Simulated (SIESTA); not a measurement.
SrO:

```
Sr O
1.0
     0.00000    2.56630    2.56630
     2.56630    0.00000    2.56630
     2.56630    2.56630    0.00000
Sr O
1 1
Direct
  0.50000 0.50000 0.50000
  0.00000 0.00000 0.00000
```

Base run:

| Property | Result |
| --- | --- |
| Program | SIESTA 5.4.2 |
| Functional | LDA |
| Potentials or basis | PseudoDojo 0.4 standard (LDA files) |
| Basis | DZP (energy shift 0.003 Ry; two zetas on semicore shells; d shell added on Sr) |
| Grid cutoff | 800 Ry |
| Energy shift | 0.003 Ry |
| k mesh | 9 × 9 × 9 |
| Occupations | fermi-dirac, width 0.05 eV |
| Spin | no spin polarisation |

Its results: band gap on the k mesh 3.16 eV, indirect (least direct gap 3.26 eV); pressure -3.3 GPa.

Q: After a change of settings the same cell gave: band gap on the k mesh 3.20 eV, indirect (least direct gap 3.30 eV); pressure 0.0 GPa. Which change was it?
A. functional from LDA to revPBE; potentials or basis from PseudoDojo 0.4 standard (LDA files) to PseudoDojo 0.4 standard (PBE files)
B. functional from LDA to PBEsol; potentials or basis from PseudoDojo 0.4 standard (LDA files) to PseudoDojo 0.4 standard (PBEsol files)
C. functional from LDA to BLYP; potentials or basis from PseudoDojo 0.4 standard (LDA files) to PseudoDojo 0.4 standard (PBE files)
D. functional from LDA to PBE; potentials or basis from PseudoDojo 0.4 standard (LDA files) to PseudoDojo 0.4 standard (PBE files)

A: B.

Caveats: the basis of atomic orbitals isn't converged, which shifts pressures, moduli and gaps.
